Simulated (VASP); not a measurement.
# GaAs (F-43m) in VASP: a series of runs

Runs on GaAs. Level: PBE. Tasks: G0W0 quasiparticle levels.

Program: VASP 6.6.1. These are calculated values, not measurements. Logs are shortened: lines on timing, memory, paths and dates and some standing lists are left out, and cuts for length are marked.

### 1 The structure

It takes space group F-43m (No. 216, cubic). Conventional cell: a = 5.654 Å, b = 5.654 Å, c = 5.654 Å, α = 90.00°, β = 90.00°, γ = 90.00°. Around As (site symmetry -43m) lie 4 Ga at 2.45 Å. Ga (site symmetry -43m) is surrounded by 4 As at 2.45 Å.

### 2 G0W0 quasiparticle levels, PBE

The input, POSCAR:

```
GaAs
1.0
    0.0000000000      2.8268500000      2.8268500000
    2.8268500000      0.0000000000      2.8268500000
    2.8268500000      2.8268500000      0.0000000000
As Ga
1 1
Direct
    0.7500000000      0.7500000000      0.7500000000
    0.0000000000      0.0000000000      0.0000000000
```

The input, INCAR.step1:

```
PREC     = Accurate       # precision mode
ENCUT    = 450            # plane-wave cutoff, eV
EDIFF    = 1E-8           # SCF threshold, eV
ISMEAR   = 0              # smearing method
SIGMA    = 0.01           # smearing width, eV
LREAL    = False          # projectors in reciprocal space
LASPH    = True           # aspherical terms in the spheres
NELM     = 100            # most SCF steps
ALGO     = Normal         # electronic algorithm
LWAVE    = True           # write WAVECAR
LCHARG   = False          # write CHGCAR
GGA      = PE             # functional
```

The input, INCAR.step2:

```
PREC     = Accurate       # precision mode
ENCUT    = 450            # plane-wave cutoff, eV
EDIFF    = 1E-8           # SCF threshold, eV
ISMEAR   = 0              # smearing method
SIGMA    = 0.01           # smearing width, eV
LREAL    = False          # projectors in reciprocal space
LASPH    = True           # aspherical terms in the spheres
NELM     = 1              # most SCF steps
ALGO     = Exact          # electronic algorithm
LWAVE    = True           # write WAVECAR
LCHARG   = False          # write CHGCAR
GGA      = PE             # functional
NBANDS   = 36             # bands
LOPTICS  = True           # frequency-dependent dielectric function
ISTART   = 1
```

The input, INCAR.step3:

```
PREC     = Accurate       # precision mode
ENCUT    = 450            # plane-wave cutoff, eV
EDIFF    = 1E-8           # SCF threshold, eV
ISMEAR   = 0              # smearing method
SIGMA    = 0.01           # smearing width, eV
LREAL    = False          # projectors in reciprocal space
LASPH    = True           # aspherical terms in the spheres
ALGO     = EVGW0          # electronic algorithm
LWAVE    = False          # write WAVECAR
LCHARG   = False          # write CHGCAR
GGA      = PE             # functional
NELMGW   = 1            
NBANDS   = 36             # bands
ENCUTGW  = 150            # cutoff of the response function
NOMEGA   = 48             # frequency points
PRECFOCK = Fast         
ISTART   = 1            
NBANDSGW = 17
```

The input, KPOINTS:

```
regular mesh
0
Gamma
  3 3 3
```

Potentials or basis: VASP PAW PBE potentials, release 64 (As_GW, Ga_d_GW).

The run is started by

```console
$ cat potpaw_PBE.64/As_GW/POTCAR potpaw_PBE.64/Ga_d_GW/POTCAR > POTCAR
$ cp INCAR.step1 INCAR
$ mpirun -np 1 vasp_std > vasp.out
$ cp INCAR.step2 INCAR
$ mpirun -np 1 vasp_std > vasp.out
$ cp INCAR.step3 INCAR
$ mpirun -np 1 vasp_std > vasp.out
```

OUTCAR:

```text
PREC = Accurate
   ENCUT = 450
   EDIFF = 1E-8
   ISMEAR = 0
   LREAL = False
   LASPH = True
   GGA = PE
   NELMGW = 1
   ENCUTGW = 150
   PRECFOCK = Fast
   ISTART = 1

 Found      4 irreducible k-points:

 Following reciprocal coordinates:
            Coordinates               Weight
  0.000000  0.000000  0.000000      1.000000
  0.333333  0.000000  0.000000      8.000000
  0.333333  0.333333  0.000000      6.000000
 -0.333333  0.333333  0.000000     12.000000
   k-points           NKPTS =      4   k-points in BZ     NKDIM =     27   number of bands    NBANDS=     36
   number of dos      NEDOS =    301   number of ions     NIONS =      2
   total plane-waves  NPLWV =  21952
   dimension x,y,z NGX =    28 NGY =   28 NGZ =   28
   dimension x,y,z NGXF=    56 NGYF=   56 NGZF=   56
   ions per type =               1   1
   NGX,Y,Z   is equivalent  to a cutoff of  11.64, 11.64, 11.64 a.u.
   NGXF,Y,Z  is equivalent  to a cutoff of  23.29, 23.29, 23.29 a.u.
 SYSTEM =  unknown system
   PREC   = accura    normal or accurate (medium, high low for compatibility)
   ISTART =      1    job   : 0-new  1-cont  2-samecut
   ICHARG =      0    charge: 1-file 2-atom 10-const
   ISPIN  =      1    spin polarized calculation?
   LNONCOLLINEAR =      F non collinear calculations
   LSORBIT =      F    spin-orbit coupling
   LASPH  =      T    aspherical Exc in radial PAW
   ENCUT  =  450.0 eV  33.07 Ry    5.75 a.u.   6.91  6.91  6.91*2*pi/ulx,y,z
   NELM   =     60;   NELMIN=  2; NELMDL=  0     # of ELM steps
   EDIFF  = 0.1E-07   stopping-criterion for ELM
   LREAL  =      F    real-space projection
   EDIFFG = 0.1E-06   stopping-criterion for IOM
   NSW    =      0    number of steps for IOM
   IBRION =     -1    ionic relax: 0-MD 1-quasi-New 2-CG
   NFREE  =      0    steps in history (QN), initial steepest desc. (CG)
   ISIF   =      0    stress and relaxation
   ISYM   =      3    0-nonsym 1-usesym 2-fastsym
   POTIM  = 0.5000    time-step for ionic-motion
   TEBEG  =    0.0;   TEEND  =   0.0 temperature during run
   PSTRESS=    0.0 pullay stress
   NELECT =      18.0000    total number of electrons
   NUPDOWN=      -1.0000    fix difference up-down
   EMIN   =  10.00;   EMAX   =-10.00  energy-range for DOS
   EFERMI =   0.00;   METHOD = LEGACY
   ISMEAR =     0;   SIGMA  =   0.01  broadening in eV -4-tet -1-fermi 0-gaus
   EFERMI_NEDOS =   21; number of points for ismear=-14 and -15
   IALGO  =     38    algorithm
   IMIX   =      4    mixing-type and parameters
     AMIX     =   0.40;   BMIX     =  1.00
     AMIX_MAG =   1.60;   BMIX_MAG =  1.00
  volume/ion in A,a.u.               =      22.59       152.44
  Fermi-wavevector in a.u.,A,eV,Ry     =   1.204628  2.276417 19.743799  1.451128
  Thomas-Fermi vector in A             =   2.340347
   LORBIT       =      0    0 simple, 1 ext, 2 COOP (PROOUT), +10 PAW based schemes
   GGA     = PE    functional components
   LHFCALC =     T    Hartree Fock is set to
   PRECFOCK=fast      Normal, Fast or Accurate (Low or Medium for compatibility)
   ENCUT4O =  -1.0   cutoff for four orbital integrals eV
   NKREDX  =     1    reduce k-point grid by
   NKREDY  =     1    reduce k-point grid by
   NKREDZ  =     1    reduce k-point grid by
   AEXX    =    1.0000 exact exchange contribution
   HFSCREEN=    0.0000 screening length (either q_TF or 0.3 A-1)
   HFSCREENC=   0.0000 screening length for correlation (either q_TF or 0.3 A-1)
   ENCUTFOCK=  -1.0 apply spherical cutoff to Coloumb kernel
   IVDW    =     0    specifies the selected vdW correction
   LEPSILON=     F    determine dielectric tensor
   LRPA    =     F    only Hartree local field effects (RPA)
   LRPAFORCE           =     F    calculate RPA forces
   ENCUTGW             = 150.0    cutoff for response function in eV
   ENCUTGWSOFT         = 120.0    soft cutoff for Coulomb kernel in GW response function in eV
   ENCUTLF             =  -1.0    cutoff for local field effects
   NELMGW              =     1    number of iterations in solving QP/BSE equation
   NELMHF              =     1    number of iterations in the inner HF iteration
   NKREDLFX            =     1    NKREDLFY  =   1   NKREDLFZ  =   1
 non-spin polarized calculation
 Gauss-broadening in eV      SIGMA  =   0.01
  energy-cutoff  :      450.00
  volume of cell :       45.18
 maximum number of plane-waves:      1002
  NGX = 16; NGY = 16; NGZ = 16
   NGX = 13   NGY = 13   NGZ = 13
 maximum number of plane-waves:       194

 QP shifts <psi_nk| G(iteration)W_0 |psi_nk>: iteration 1
 for sc-GW calculations column KS-energies equals QP-energies in previous step
 and V_xc(KS)=  KS-energies - (<T + V_ion + V_H > + <T+V_H+V_ion>^1  + <V_x>^1)

 k-point   1 :       0.0000    0.0000    0.0000
  band No.  KS-energies  QP-energies   sigma(KS)   V_xc(KS)     V^pw_x(r,r')   Z            occupation Imag(sigma)

      1     -10.9657     -13.4129     -25.3183     -21.7143     -35.0608       0.6790       2.0000       0.4355
      2     -10.9657     -13.4129     -25.3183     -21.7143     -35.0608       0.6790       2.0000       0.4355
      3     -10.9657     -13.4129     -25.3183     -21.7143     -35.0608       0.6790       2.0000       0.4355
      4     -10.8902     -13.3665     -25.4458     -21.8111     -35.1533       0.6813       2.0000       0.3872
      5     -10.8902     -13.3665     -25.4458     -21.8111     -35.1533       0.6813       2.0000       0.3872
      6      -8.7612      -8.9006     -11.3283     -11.1299     -18.0691       0.7029       2.0000       1.1975
[... 9 lines left out ...]
     16      14.0011      14.4867      -9.1861      -9.8151      -4.4893       0.7720       0.0000      -0.3427
     17      15.4490      15.6393      -7.3962      -7.6397      -2.1672       0.7816       0.0000      -0.4887

 k-point   2 :       0.3333    0.0000    0.0000
  band No.  KS-energies  QP-energies   sigma(KS)   V_xc(KS)     V^pw_x(r,r')   Z            occupation Imag(sigma)

      1     -11.0230     -13.4011     -24.9375     -21.4319     -34.6360       0.6784       2.0000       0.4572
      2     -10.9503     -13.4069     -25.3519     -21.7428     -35.0936       0.6807       2.0000       0.4317
      3     -10.9503     -13.4069     -25.3519     -21.7428     -35.0936       0.6807       2.0000       0.4317
      4     -10.8885     -13.3689     -25.4495     -21.8166     -35.1626       0.6828       2.0000       0.3871
      5     -10.8885     -13.3689     -25.4495     -21.8166     -35.1626       0.6828       2.0000       0.3871
      6      -7.6086      -7.7547     -11.9247     -11.7146     -18.3633       0.6952       2.0000       0.9903
[... 9 lines left out ...]
     16      13.5616      13.9428      -8.7919      -9.2856      -3.9861       0.7722       0.0000      -0.3645
     17      17.4296      17.9917      -8.6582      -9.3921      -3.0327       0.7659       0.0000      -0.7010

 k-point   3 :       0.3333    0.3333    0.0000
  band No.  KS-energies  QP-energies   sigma(KS)   V_xc(KS)     V^pw_x(r,r')   Z            occupation Imag(sigma)

      1     -11.0492     -13.4097     -24.8807     -21.3945     -34.5830       0.6771       2.0000       0.4619
      2     -10.9298     -13.3976     -25.4105     -21.7903     -35.1583       0.6817       2.0000       0.4287
      3     -10.9298     -13.3976     -25.4105     -21.7903     -35.1583       0.6817       2.0000       0.4287
      4     -10.9083     -13.3684     -25.3778     -21.7560     -35.0771       0.6792       2.0000       0.3907
      5     -10.8807     -13.3665     -25.4620     -21.8309     -35.1793       0.6846       2.0000       0.3823
      6      -7.1933      -7.3320     -11.9979     -11.7997     -18.2770       0.6997       2.0000       0.9280
[... 9 lines left out ...]
     16      17.0270      17.5233      -8.4256      -9.0753      -2.9007       0.7638       0.0000      -0.6374
     17      19.2177      19.5269      -7.9954      -8.3959      -2.4711       0.7720       0.0000      -0.8110

 k-point   4 :      -0.3333    0.3333    0.0000
  band No.  KS-energies  QP-energies   sigma(KS)   V_xc(KS)     V^pw_x(r,r')   Z            occupation Imag(sigma)

      1     -11.0528     -13.4008     -24.8302     -21.3615     -34.5296       0.6769       2.0000       0.4658
      2     -10.9363     -13.4004     -25.3837     -21.7636     -35.1198       0.6807       2.0000       0.4230
      3     -10.9289     -13.3991     -25.4085     -21.7922     -35.1574       0.6831       2.0000       0.4298
      4     -10.8981     -13.3681     -25.4205     -21.7912     -35.1297       0.6806       2.0000       0.3901
      5     -10.8869     -13.3690     -25.4454     -21.8160     -35.1596       0.6839       2.0000       0.3840
      6      -6.4238      -6.5429     -12.4774     -12.3077     -18.5477       0.7013       2.0000       0.8162
[... 9 lines left out ...]
     16      18.2111      18.7190      -8.2957      -8.9499      -2.7256       0.7763       0.0000      -0.7335
     17      18.6244      18.9906      -7.8036      -8.2679      -2.3578       0.7888       0.0000      -0.7364
```

It took 26 s on 1 thread of Intel Xeon Platinum 8488C (Sapphire Rapids), shared host; peak memory 0.28 GiB.

These settings aren't checked as converged: the numbers below hold their error.

What came out:

```yaml
Band_gap_on_the_k_mesh_mean-field_level: 0.49 eV, direct
Quasiparticle_gap: 1.49 eV
Least_direct_quasiparticle_gap: 1.49 eV
```

Caveat: the k mesh is coarse (spacing up to 0.64 Å⁻¹), so the values aren't converged; bands, screening cutoff and mesh are small and nothing is extrapolated, so the quasiparticle values aren't converged.

### 3 G0W0 quasiparticle levels, PBE

POSCAR is that of step 2.

INCAR.step1 is that of step 2.

INCAR.step2 is that of step 2.

Changes to INCAR.step3 since step 2:

```diff
@@ -13,3 +13,3 @@
 NBANDS   = 36             # bands
-ENCUTGW  = 150            # cutoff of the response function
+ENCUTGW  = 100            # cutoff of the response function
 NOMEGA   = 48             # frequency points
```

The input, KPOINTS:

```
regular mesh
0
Gamma
  4 4 4
```

Potentials or basis: VASP PAW PBE potentials, release 64 (As_GW, Ga_d_GW).

The run is started by

```console
$ cat potpaw_PBE.64/As_GW/POTCAR potpaw_PBE.64/Ga_d_GW/POTCAR > POTCAR
$ cp INCAR.step1 INCAR
$ mpirun -np 1 vasp_std > vasp.out
$ cp INCAR.step2 INCAR
$ mpirun -np 1 vasp_std > vasp.out
$ cp INCAR.step3 INCAR
$ mpirun -np 1 vasp_std > vasp.out
```

OUTCAR:

```text
PREC = Accurate
   ENCUT = 450
   EDIFF = 1E-8
   ISMEAR = 0
   LREAL = False
   LASPH = True
   GGA = PE
   NELMGW = 1
   ENCUTGW = 100
   PRECFOCK = Fast
   ISTART = 1

 Found      8 irreducible k-points:

 Following reciprocal coordinates:
            Coordinates               Weight
  0.000000  0.000000  0.000000      1.000000
  0.250000  0.000000  0.000000      8.000000
  0.500000  0.000000  0.000000      4.000000
  0.250000  0.250000  0.000000      6.000000
  0.500000  0.250000  0.000000     24.000000
 -0.250000  0.250000  0.000000     12.000000
   k-points           NKPTS =      8   k-points in BZ     NKDIM =     64   number of bands    NBANDS=     36
[... 59 lines left out ...]
   ENCUTLF             =  -1.0    cutoff for local field effects
   NELMGW              =     1    number of iterations in solving QP/BSE equation
   NELMHF              =     1    number of iterations in the inner HF iteration
   NKREDLFX            =     1    NKREDLFY  =   1   NKREDLFZ  =   1
 non-spin polarized calculation
 Gauss-broadening in eV      SIGMA  =   0.01
  energy-cutoff  :      450.00
  volume of cell :       45.18
 maximum number of plane-waves:       992
  NGX = 16; NGY = 16; NGZ = 16
   NGX = 13   NGY = 13   NGZ = 13
 maximum number of plane-waves:       113
 NGX is ok and might be reduce to    14

 QP shifts <psi_nk| G(iteration)W_0 |psi_nk>: iteration 1
 for sc-GW calculations column KS-energies equals QP-energies in previous step
 and V_xc(KS)=  KS-energies - (<T + V_ion + V_H > + <T+V_H+V_ion>^1  + <V_x>^1)

 k-point   1 :       0.0000    0.0000    0.0000
  band No.  KS-energies  QP-energies   sigma(KS)   V_xc(KS)     V^pw_x(r,r')   Z            occupation Imag(sigma)

      1     -10.9629     -13.7195     -25.8246     -21.7119     -35.0432       0.6703       2.0000       0.2908
      2     -10.9629     -13.7195     -25.8246     -21.7119     -35.0432       0.6703       2.0000       0.2908
      3     -10.9629     -13.7195     -25.8246     -21.7119     -35.0432       0.6703       2.0000       0.2908
      4     -10.8853     -13.6734     -25.9628     -21.8124     -35.1493       0.6718       2.0000       0.2586
      5     -10.8853     -13.6734     -25.9628     -21.8124     -35.1493       0.6718       2.0000       0.2586
      6      -8.8326      -8.9074     -11.2517     -11.1342     -18.1005       0.6370       2.0000       1.0352
[... 102 lines left out ...]
      4     -10.8872     -13.6710     -25.9512     -21.8060     -35.1416       0.6716       2.0000       0.2585
      5     -10.8850     -13.6755     -25.9585     -21.8114     -35.1511       0.6729       2.0000       0.2589
      6      -7.1892      -7.3107     -12.1226     -11.9419     -18.4368       0.6724       2.0000       0.8808
[... 9 lines left out ...]
     16      16.5642      17.0964      -8.5953      -9.3017      -3.1880       0.7533       0.0000      -0.6238
     17      17.1741      17.5359      -7.8255      -8.3036      -2.5823       0.7566       0.0000      -0.5727

 [... further k-points ...]
```

It took 53 s on 1 thread of Intel Xeon Platinum 8488C (Sapphire Rapids), shared host; peak memory 0.34 GiB.

These settings aren't checked as converged: the numbers below hold their error.

What came out:

| Item | Value |
| --- | --- |
| Band gap on the k mesh, mean-field level | 0.50 eV, direct |
| Quasiparticle gap | 1.45 eV |
| Least direct quasiparticle gap | 1.45 eV |

Caveat: the k mesh is coarse (spacing up to 0.48 Å⁻¹), so the values aren't converged; bands, screening cutoff and mesh are small and nothing is extrapolated, so the quasiparticle values aren't converged.

(Continued in part 2 of 2.)
